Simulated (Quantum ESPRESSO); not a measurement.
# Ca (Fm-3m) in Quantum ESPRESSO: settings compared, part 2 of 2

Quantum ESPRESSO 7.5. Earlier steps stand in the parts before.

### 4 Phonons, LDA

The input, pw.in:

```
&CONTROL
  calculation = 'scf'
  prefix = 'pwscf'
  outdir = './tmp'
  pseudo_dir = './pseudo'
  tprnfor = .true.
  tstress = .true.
  disk_io = 'low'
/
&SYSTEM
  ibrav = 0
  nat = 1
  ntyp = 1
  ecutwfc = 36
  ecutrho = 216
  nbnd = 10
  occupations = 'smearing'
  smearing = 'mv'
  degauss = 0.01999163
/
&ELECTRONS
  conv_thr = 2d-10
  electron_maxstep = 120
  mixing_beta = 0.5
/
ATOMIC_SPECIES
Ca    40.0780 Ca.LDA_PW-JTH.UPF
CELL_PARAMETERS angstrom
   0.0000000000    2.7942000000    2.7942000000
   2.7942000000    0.0000000000    2.7942000000
   2.7942000000    2.7942000000    0.0000000000
ATOMIC_POSITIONS crystal
Ca     0.0000000000    0.0000000000    0.0000000000
K_POINTS automatic
8 8 8 0 0 0
```

The input, relax.in:

```
&CONTROL
  calculation = 'vc-relax'
  prefix = 'pwscf'
  outdir = './tmp'
  pseudo_dir = './pseudo'
  tprnfor = .true.
  tstress = .true.
  disk_io = 'low'
  nstep = 40
  forc_conv_thr = 0.0001
  etot_conv_thr = 1d-06
/
&SYSTEM
  ibrav = 0
  nat = 1
  ntyp = 1
  ecutwfc = 36
  ecutrho = 216
  nbnd = 10
  occupations = 'smearing'
  smearing = 'mv'
  degauss = 0.01999163
/
&ELECTRONS
  conv_thr = 2d-10
  electron_maxstep = 120
  mixing_beta = 0.5
/
&IONS
  ion_dynamics = 'bfgs'
/
&CELL
  cell_dynamics = 'bfgs'
  press = 0
  press_conv_thr = 0.2
/
ATOMIC_SPECIES
Ca    40.0780 Ca.LDA_PW-JTH.UPF
CELL_PARAMETERS angstrom
   0.0000000000    2.7942000000    2.7942000000
   2.7942000000    0.0000000000    2.7942000000
   2.7942000000    2.7942000000    0.0000000000
ATOMIC_POSITIONS crystal
Ca     0.0000000000    0.0000000000    0.0000000000
K_POINTS automatic
8 8 8 0 0 0
```

The input, scf2.in:

```
&CONTROL
  calculation = 'scf'
  prefix = 'pwscf'
  outdir = './tmp'
  pseudo_dir = './pseudo'
  tprnfor = .true.
  tstress = .true.
  disk_io = 'low'
/
&SYSTEM
  ibrav = 0
  nat = 1
  ntyp = 1
  ecutwfc = 36
  ecutrho = 216
  nbnd = 10
  occupations = 'smearing'
  smearing = 'mv'
  degauss = 0.01999163
/
&ELECTRONS
  conv_thr = 1d-13
  electron_maxstep = 120
  mixing_beta = 0.5
  startingpot = 'file'
  startingwfc = 'file'
/
ATOMIC_SPECIES
Ca    40.0780 Ca.LDA_PW-JTH.UPF
CELL_PARAMETERS angstrom
   0.0000000000    2.6648241533    2.6648241533
   2.6648241533    0.0000000000    2.6648241533
   2.6648241533    2.6648241533    0.0000000000
ATOMIC_POSITIONS crystal
Ca     0.0000000000    0.0000000000    0.0000000000
K_POINTS automatic
8 8 8 0 0 0
```

The input, ph.in:

```
phonons of Ca
&INPUTPH
  prefix = 'pwscf'
  outdir = './tmp'
  tr2_ph = 1d-16
  fildyn = 'dyn'
  niter_ph = 60
  alpha_mix(1) = 0.4
/
0.1767766953 0.7071067812 0.1767766953
```

Potentials or basis: JTH 2.0 LDA.

Run with:

```console
> OMP_NUM_THREADS=1 pw.x -in pw.in > pw.out
> OMP_NUM_THREADS=1 pw.x -in relax.in > relax.out
> OMP_NUM_THREADS=1 pw.x -in scf2.in > scf2.out
> OMP_NUM_THREADS=1 ph.x -in ph.in > ph.out
```

pw.out:

```text
This program is part of the open-source Quantum ESPRESSO suite
     for quantum simulation of materials; please cite
         "P. Giannozzi et al., J. Phys.:Condens. Matter 21 395502 (2009);
         "P. Giannozzi et al., J. Phys.:Condens. Matter 29 465901 (2017);
         "P. Giannozzi et al., J. Chem. Phys. 152 154105 (2020);
     in publications or presentations arising from this work. More details at

     file Ca.LDA_PW-JTH.UPF: wavefunction(s)  4S 3P 0P 3D 0D renormalized
     Message from routine setup:
     using ibrav=0 with symmetry is DISCOURAGED, use correct ibrav instead

     G-vector sticks info
     --------------------
     sticks:   dense  smooth     PW     G-vecs:    dense   smooth      PW
     Sum         835     559    169                15665     8609    1471

     Using Slab Decomposition

     bravais-lattice index     =            0
     lattice parameter (alat)  =       7.4674  a.u.
     unit-cell volume          =     294.4415 (a.u.)^3
     number of atoms/cell      =            1
     number of atomic types    =            1
     number of electrons       =        10.00
     number of Kohn-Sham states=           10
     kinetic-energy cutoff     =      36.0000  Ry
     charge density cutoff     =     216.0000  Ry
     scf convergence threshold =      2.0E-10
     mixing beta               =       0.5000
     number of iterations used =            8  plain     mixing
     Exchange-correlation= SLA PW NOGX NOGC
                           (   1   4   0   0   0   0   0)

     celldm(1)=   7.467433  celldm(2)=   0.000000  celldm(3)=   0.000000
     celldm(4)=   0.000000  celldm(5)=   0.000000  celldm(6)=   0.000000

     crystal axes: (cart. coord. in units of alat)
               a(1) = (   0.000000   0.707107   0.707107 )
               a(2) = (   0.707107   0.000000   0.707107 )
               a(3) = (   0.707107   0.707107   0.000000 )

     reciprocal axes: (cart. coord. in units 2 pi/alat)
               b(1) = ( -0.707107  0.707107  0.707107 )
               b(2) = (  0.707107 -0.707107  0.707107 )
               b(3) = (  0.707107  0.707107 -0.707107 )

     PseudoPot. # 1 for Ca read from file:
     Ca.LDA_PW-JTH.UPF
     Pseudo is Projector augmented-wave + core cor, Zval = 10.0
     Generated using ATOMPAW code
     Shape of augmentation charge: SINC**2
     Using radial grid of 1017 points,  6 beta functions with:
                l(1) =   0
                l(2) =   0
                l(3) =   1
                l(4) =   1
                l(5) =   2
                l(6) =   2
     Q(r) pseudized with 0 coefficients

     atomic species   valence    mass     pseudopotential
     Ca               10.00    40.07800     Ca( 1.00)

     48 Sym. Ops., with inversion, found

   Cartesian axes

     site n.     atom                  positions (alat units)
         1        Ca     tau(   1) = (   0.0000000   0.0000000   0.0000000  )

     number of k points=    29  Marzari-Vanderbilt smearing, width (Ry)=  0.0200
                       cart. coord. in units 2pi/alat
        k(    1) = (   0.0000000   0.0000000   0.0000000), wk =   0.0039062
        k(    2) = (   0.0883883   0.0883883  -0.0883883), wk =   0.0312500
        k(    3) = (   0.1767767   0.1767767  -0.1767767), wk =   0.0312500
        k(    4) = (   0.2651650   0.2651650  -0.2651650), wk =   0.0312500
        k(    5) = (  -0.3535534  -0.3535534   0.3535534), wk =   0.0156250
        k(    6) = (   0.1767767   0.0000000   0.0000000), wk =   0.0234375
[... 21 lines left out ...]
        k(   28) = (  -0.7071068   0.1767767  -0.0000000), wk =   0.0468750
        k(   29) = (  -0.7071068   0.3535534   0.0000000), wk =   0.0234375

     Dense  grid:    15665 G-vectors     FFT dimensions: (  36,  36,  36)

     Smooth grid:     8609 G-vectors     FFT dimensions: (  30,  30,  30)

     Initial potential from superposition of free atoms

     starting charge       9.9958, renormalised to      10.0000
     Starting wfcs are   18 randomized atomic wfcs

     Self-consistent Calculation

     iteration #  1     ecut=    36.00 Ry     beta= 0.50
     Davidson diagonalization with overlap
     ethr =  1.00E-02,  avg # of iterations =  2.7

     Threshold (ethr) on eigenvalues was too large:
     Diagonalizing with lowered threshold

     Davidson diagonalization with overlap
     ethr =  1.73E-05,  avg # of iterations =  6.7

     total energy              =    -130.18519748 Ry
     estimated scf accuracy    <       0.00121092 Ry

     iteration #  2     ecut=    36.00 Ry     beta= 0.50
     Davidson diagonalization with overlap
     ethr =  1.21E-05,  avg # of iterations =  1.6

     total energy              =    -130.18541709 Ry
     estimated scf accuracy    <       0.00026510 Ry

     iteration #  3     ecut=    36.00 Ry     beta= 0.50
     Davidson diagonalization with overlap
     c_bands:  1 eigenvalues not converged
     ethr =  2.65E-06,  avg # of iterations =  3.4

     total energy              =    -130.18544720 Ry
     estimated scf accuracy    <       0.00002079 Ry

     iteration #  4     ecut=    36.00 Ry     beta= 0.50
     Davidson diagonalization with overlap
     ethr =  2.08E-07,  avg # of iterations =  2.1

     total energy              =    -130.18544894 Ry
     estimated scf accuracy    <       0.00000016 Ry
[... 12 lines left out ...]
     total energy              =    -130.18544912 Ry
     estimated scf accuracy    <          1.4E-09 Ry

     iteration #  7     ecut=    36.00 Ry     beta= 0.50
     Davidson diagonalization with overlap
     ethr =  1.36E-11,  avg # of iterations =  1.8

     End of self-consistent calculation

          k = 0.0000 0.0000 0.0000 (  1067 PWs)   bands (ev):

   -37.1975 -18.3518 -18.3518 -18.3518   0.5708   6.7089   6.7089   6.7089
     7.7304   7.7304

          k = 0.0884 0.0884-0.0884 (  1064 PWs)   bands (ev):

   -37.1957 -18.3705 -18.3544 -18.3544   0.8296   6.4567   6.7964   6.7964
     7.6642   7.6642

          k = 0.1768 0.1768-0.1768 (  1077 PWs)   bands (ev):
[... 6 lines left out ...]
   -37.1870 -18.4603 -18.3670 -18.3670   2.6403   5.0989   6.6913   6.6913
     8.1510   8.1510

          k =-0.3536-0.3536 0.3536 (  1068 PWs)   bands (ev):

   -37.1852 -18.4786 -18.3695 -18.3695   3.5127   4.4058   6.6098   6.6098
     8.3899   8.3899

          k = 0.1768 0.0000 0.0000 (  1062 PWs)   bands (ev):

   -37.1951 -18.3699 -18.3586 -18.3586   0.9153   6.3914   6.8472   6.8472
     7.4079   7.8187

          k = 0.2652 0.0884-0.0884 (  1065 PWs)   bands (ev):

   -37.1916 -18.4035 -18.3660 -18.3640   1.4918   5.9749   6.8170   6.9699
     7.3516   7.9325

          k = 0.3536 0.1768-0.1768 (  1076 PWs)   bands (ev):
[... 11 lines left out ...]
   -37.1852 -18.4648 -18.3833 -18.3697   3.2188   4.8658   6.3641   6.7931
     8.0853   8.5376

          k =-0.0884-0.2652 0.2652 (  1072 PWs)   bands (ev):

   -37.1887 -18.4318 -18.3779 -18.3621   2.1064   5.6209   6.5380   6.9711
     7.5443   8.2165

          k = 0.0000-0.1768 0.1768 (  1055 PWs)   bands (ev):

   -37.1930 -18.3925 -18.3658 -18.3558   1.2483   6.1502   6.7667   6.9795
     7.3903   7.8508

          k = 0.3536 0.0000 0.0000 (  1062 PWs)   bands (ev):

   -37.1893 -18.4132 -18.3750 -18.3750   1.8851   5.7587   6.6281   7.2762
     7.2762   8.0419

          k = 0.4419 0.0884-0.0884 (  1067 PWs)   bands (ev):

   -37.1858 -18.4400 -18.3862 -18.3826   2.6815   5.4214   6.1505   7.3920
     7.7696   8.2846

          k =-0.1768-0.5303 0.5303 (  1082 PWs)   bands (ev):

   -37.1832 -18.4570 -18.4025 -18.3842   3.7280   4.9240   5.8634   7.2596
     8.4414   8.4760

          k =-0.0884-0.4419 0.4419 (  1077 PWs)   bands (ev):

   -37.1829 -18.4535 -18.4148 -18.3787   4.0774   4.7932   5.7158   7.1491
     8.1183   8.6149

          k = 0.0000-0.3536 0.3536 (  1081 PWs)   bands (ev):

   -37.1852 -18.4427 -18.4052 -18.3698   3.0254   5.4435   5.8824   7.1231
     7.6426   8.6389

          k = 0.5303-0.0000 0.0000 (  1074 PWs)   bands (ev):

   -37.1836 -18.4546 -18.3917 -18.3917   3.2273   5.2446   5.8562   7.9867
     7.9867   8.2799

          k =-0.0884-0.6187 0.6187 (  1072 PWs)   bands (ev):

   -37.1818 -18.4629 -18.4039 -18.3942   3.9587   5.0887   5.5424   7.9559
     8.4882   8.5543

          k = 0.0000-0.5303 0.5303 (  1069 PWs)   bands (ev):

   -37.1815 -18.4506 -18.4253 -18.3888   4.5698   4.8876   5.3247   7.6101
     8.3016   8.5869

          k =-0.7071 0.0000 0.0000 (  1090 PWs)   bands (ev):

   -37.1812 -18.4716 -18.3986 -18.3986   4.0818   5.0555   5.4740   8.3840
     8.5628   8.5628

          k = 0.3536 0.1768 0.0000 (  1063 PWs)   bands (ev):

   -37.1881 -18.4268 -18.3838 -18.3686   2.1871   5.6567   6.3875   7.2532
     7.3702   8.2459

          k =-0.2652-0.4419 0.6187 (  1070 PWs)   bands (ev):

   -37.1846 -18.4509 -18.3980 -18.3761   3.2093   5.1923   5.9993   7.1032
     7.9089   8.6103

          k =-0.1768-0.3536 0.5303 (  1072 PWs)   bands (ev):
[... 6 lines left out ...]
   -37.1832 -18.4523 -18.4018 -18.3890   3.4955   5.2388   5.7182   7.5757
     8.0228   8.6133

          k =-0.0884-0.4419 0.6187 (  1083 PWs)   bands (ev):

   -37.1818 -18.4498 -18.4204 -18.3920   4.4138   4.9254   5.4687   7.2704
     8.3101   9.0719

          k = 0.0000-0.3536 0.5303 (  1075 PWs)   bands (ev):

   -37.1823 -18.4428 -18.4263 -18.3854   4.1495   5.2581   5.2943   7.1948
     8.1187   8.6996

          k =-0.7071 0.1768-0.0000 (  1082 PWs)   bands (ev):

   -37.1812 -18.4608 -18.4092 -18.3992   4.3520   5.0815   5.3668   7.6942
     8.5643   8.8601

          k =-0.7071 0.3536 0.0000 (  1084 PWs)   bands (ev):

   -37.1812 -18.4351 -18.4351 -18.3997   4.7386   5.1862   5.1863   6.9103
     8.5652   9.4358

     the Fermi energy is     4.5236 ev

!    total energy              =    -130.18544913 Ry
     total all-electron energy =      -130.185449 Ry
     estimated scf accuracy    <          4.0E-11 Ry
     smearing contrib. (-TS)   =      -0.00028382 Ry
     internal energy E=F+TS    =    -130.18516530 Ry

     The total energy is F=E-TS. E is the sum of the following terms:
     one-electron contribution =     -38.23738919 Ry
     hartree contribution      =      20.75818288 Ry
     xc contribution           =      -9.94771651 Ry
     ewald contribution        =     -43.41501201 Ry
     one-center paw contrib.   =     -59.34323048 Ry

     convergence has been achieved in   7 iterations

     Forces acting on atoms (cartesian axes, Ry/au):

     atom    1 type  1   force =     0.00000000    0.00000000    0.00000000

     Total force =     0.000000     Total SCF correction =     0.000000

     Computing stress (Cartesian axis) and pressure

          total   stress  (Ry/bohr**3)                   (kbar)     P=      -23.94
  -0.00016272   0.00000000   0.00000000          -23.94        0.00        0.00
   0.00000000  -0.00016272   0.00000000            0.00      -23.94        0.00
   0.00000000   0.00000000  -0.00016272            0.00        0.00      -23.94

=------------------------------------------------------------------------------=
   JOB DONE.
=------------------------------------------------------------------------------=
```

Wall time 3.5 min (1 thread of Arm Neoverse V2, shared host); peak memory 0.09 GiB.

Results:

```yaml
Free_energy: -1771.3039 eV
Relaxed_volume: 37.85 Å³/atom
Relaxed_cell: a = 3.769 Å, b = 3.769 Å, c = 3.769 Å, α = 60.00°, β = 60.00°, γ = 60.00°
Space_group_after_relaxing_to_0.05_Å: Fm-3m (No. 225)
Pressure_after_relaxing: -0.2 GPa
Band_gap_on_the_k_mesh: none (metal or under the smearing width)
Highest_phonon_frequency_at_the_q_point_run: 169 cm⁻¹
```

Step by step:
| step | energy change (eV) | largest force (eV/Å) | pressure (GPa) | volume (Å³) |
| --- | --- | --- | --- | --- |
| 1 | 0.0000 | 0.0000 | -2.39 | 43.63 |
| 2 | -0.0076 | 0.0000 | -2.22 | 43.10 |
| 3 | -0.0180 | 0.0000 | -1.96 | 42.31 |
| 4 | -0.0307 | 0.0000 | -1.54 | 41.15 |
| 5 | -0.0433 | 0.0000 | -0.81 | 39.45 |
| 6 | -0.0474 | 0.0000 | 0.07 | 37.72 |
| 7 | -0.0474 | 0.0000 | 0.00 | 37.85 |
| 8 | -0.0474 | 0.0000 | 0.00 | 37.85 |

Final structure:
```yaml
crystal:
  lattice:
    - [0.00000, 2.66482, 2.66482]
    - [2.66482, 0.00000, 2.66482]
    - [2.66482, 2.66482, 0.00000]
  atoms:
    - { symbol: Ca, position: [0.00000, 0.00000, 0.00000] }
```

Phonon frequencies in cm⁻¹ (negative: imaginary):
```
              q point  frequencies
(0.625, 0.250, 0.625)  118 144 169
```

Phonon modes at q = (0.625, 0.250, 0.625) in reciprocal lattice units:
```tsv
mode	symmetry	cm⁻¹
1	B_1	118
2	A_1	144
3	B_2	169
```

Caveat: the cutoff is low for these files, which shifts pressure and relaxed volume.

### 5 The runs side by side

| level | potentials or basis | cutoff (eV) | smearing | form of the LDA correlation | gap on the mesh (eV) | pressure (GPa) |
| --- | --- | --- | --- | --- | --- | --- |
| PBEsol | PseudoDojo 0.4.1 SR PBEsol standard | 925 | methfessel-paxton 0.2 eV | - | none | 0.0 |
| PBE | JTH 2.0 PBE | 490 | gaussian 0.136 eV | - | none | -0.1 |
| LDA | JTH 2.0 LDA | 490 | cold 0.272 eV | PW92 | none | -0.2 |

Alike in all rows: task phonons; no spin polarisation; cell relaxed; k mesh 8 × 8 × 8.

Caveats: the cutoff is low for these files, which shifts pressure and relaxed volume (some runs).

Absolute energies hang on the potentials; compare differences alone.
